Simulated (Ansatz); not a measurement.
# TaAs: opening a crack plane

TaAs, I4_1md, a = 3.429 Å, c = 11.582 Å. The structure is a Materials Project entry; whether it is the stable form wasn't checked. Ansatz: PBEsol, PAW, 420 eV, Γ-centred 14×14×4 mesh on 8 atoms, Gaussian smearing 0.15 eV; no spin polarisation. One cut on (001) per cell of 8 atoms is opened rigidly by x, between planes of Ta and As that stand 0.95 Å apart; y is the energy per area (11.756 Å², 1 eV/Å² = 16.02 J/m²).

```tsv
x (Å)	y (J/m²)
0.00	0.000
0.25	0.348
0.50	1.248
1.00	?
2.00	6.650
3.00	7.506
6.00	7.922
```

Task: Fit the universal binding curve y = W[1 − (1 + x/l) e^(−x/l)] to the other rows, give the peak stress, and predict the missing value.

Result: Least squares gives W = 7.99 J/m² and l = 0.650 Å. The stress dy/dx peaks at x = l with W/(e l) = 45.2 GPa, for rigid faces. At x = 1.00: x/l = 1.538, y = 3.635 J/m². The run gave 3.724 J/m², so the fit is 0.089 J/m² too low, within the rms miss on the fitted rows (0.127 J/m²).

Spin–orbit coupling is left out, which can shift energies with elements as heavy as these.

Cost: 8 runs of about 13 core-minutes in all, on Intel Xeon 6975P-C (Granite Rapids) (shared hosts).

The binding curve captures the overall energy of separation, but its misses are systematic: it lies above the computed energies at 0.25 and 0.50 Å, below them at 1.00 and 2.00 Å, and slightly above them again further out. The computed energy climbs more steeply between 0.50 and 1.00 Å than the fit does anywhere, so 45.2 GPa underestimates the peak stress of this rigid path, even though the energy at 1.00 Å is predicted well.

Geometry probably explains the soft start. Across so narrow a gap the Ta–As bonds lie strongly tilted towards the plane, so a small opening mostly rotates them and stretches them little; resistance builds once they turn towards the normal. The large work of separation fits the breaking of strong, partly covalent Ta 5d–As 4p bonds. In this structure the wider Ta–As gap along the same axis is crossed by fewer bonds and would probably part more easily, so these numbers don't establish the preferred cleavage plane or the strength of the crystal along [001].
